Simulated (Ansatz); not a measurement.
# Mg8S7: the cost of one run

Program: Ansatz 0.2.0. Level of theory: DFT PBE, scalar-relativistic, plane waves, PAW. These are calculated values, not measurements.

3 further runs of the same task are left out: 3 set aside as unsound or not needed.

## 1. The starting structure

Symmetry: F-43m, No. 216, cubic system. The conventional cell has a = 11.394 Å, b = 11.394 Å, c = 11.394 Å, α = 90.00°, β = 90.00°, γ = 90.00°. Around Mg (site symmetry 3m) lie 3 S at 2.47 Å. Around Mg (site symmetry 3m) lie 4 S at 2.47 Å. S (site symmetry 2mm) is surrounded by 4 Mg at 2.47 Å. S (site symmetry -43m) has 4 Mg at 2.47 Å as nearest neighbours.

Coordinates:

```xyz
15
Lattice="0.0000 5.6972 -5.6972 -5.6972 0.0000 -5.6972 -5.6972 5.6972 0.0000" Properties=species:S:1:pos:R:3 pbc="T T T"
Mg   -2.8486    0.0000   -2.8486
Mg   -2.8486    2.8486   -5.6972
Mg    0.0000    0.0000    0.0000
Mg    0.0000    2.8486   -2.8486
Mg   -5.6972    2.8486   -2.8486
Mg   -5.6972    5.6972   -5.6972
Mg   -2.8486    2.8486    0.0000
Mg   -2.8486    5.6972   -2.8486
S    -4.2729    4.2729   -4.2729
S    -7.1215    7.1215   -9.9701
S    -7.1215    4.2729   -7.1215
S    -7.1215    9.9701   -7.1215
S    -7.1215    7.1215   -4.2729
S    -9.9701    9.9701   -9.9701
S    -9.9701    7.1215   -7.1215
```

It goes back to an entry of the Materials Project, which need not be the stable form.

It is built from the cell relaxed beforehand with the same method (23.12 Å³/atom).

## 2. The vacancy and the jump

The supercell lacks one S atom, at fractional position (0.875, 0.375, 0.375), and holds 15 atoms. Atom 9 (S), 4.03 Å away, is to jump into the empty site. The cell is fixed.

## 3. Relaxing around the vacancy

Input file input.yaml:

```yaml
crystal:
  lattice:
    - [0.0, 5.6972139931, -5.6972139931]
    - [-5.6972139931, 0.0, -5.6972139931]
    - [-5.6972139931, 5.6972139931, 0.0]
  atoms:
    - { symbol: Mg, position: [0.0, 0.5, 0.0] }
    - { symbol: Mg, position: [0.5, 0.5, 0.0] }
    - { symbol: Mg, position: [0.0, 0.0, 0.0] }
    - { symbol: Mg, position: [0.5, 0.0, 0.0] }
    - { symbol: Mg, position: [0.0, 0.5, 0.5] }
    - { symbol: Mg, position: [0.5, 0.5, 0.5] }
    - { symbol: Mg, position: [0.0, 0.0, 0.5] }
    - { symbol: Mg, position: [0.5, 0.0, 0.5] }
    - { symbol: S, position: [0.375, 0.375, 0.375] }
    - { symbol: S, position: [0.875, 0.875, 0.375] }
    - { symbol: S, position: [0.375, 0.875, 0.375] }
    - { symbol: S, position: [0.875, 0.375, 0.875] }
    - { symbol: S, position: [0.375, 0.375, 0.875] }
    - { symbol: S, position: [0.875, 0.875, 0.875] }
    - { symbol: S, position: [0.375, 0.875, 0.875] }
basis:
  ecutwfc: 420
kpoints:
  mp_grid: { grid: [4, 4, 4] }
hamiltonian:
  xc: pbe
scf:
  occupations: { method: gaussian, width: 0.05 }
output:
  forces: true
  stress: true
  eigenvalues: true
  write_density: true
  write_potential: true
  elf: true
  volumetric_format: npy
relax:
  adjacent_minimum: "off"
  f_tol: 0.02
  max_steps: 50
```

On the command line:

```bash
> ansatz run input.yaml --threads 4 --pin off --max-ram 9216MiB --backend cpu --events-out ev --progress --plain --runs-dir out
```

**Question.** How long does this run take on 4 threads of Intel Xeon 6975P-C (Granite Rapids), shared host, and how much memory does it need?

About 9.4 s, with a peak of 0.96 GiB.
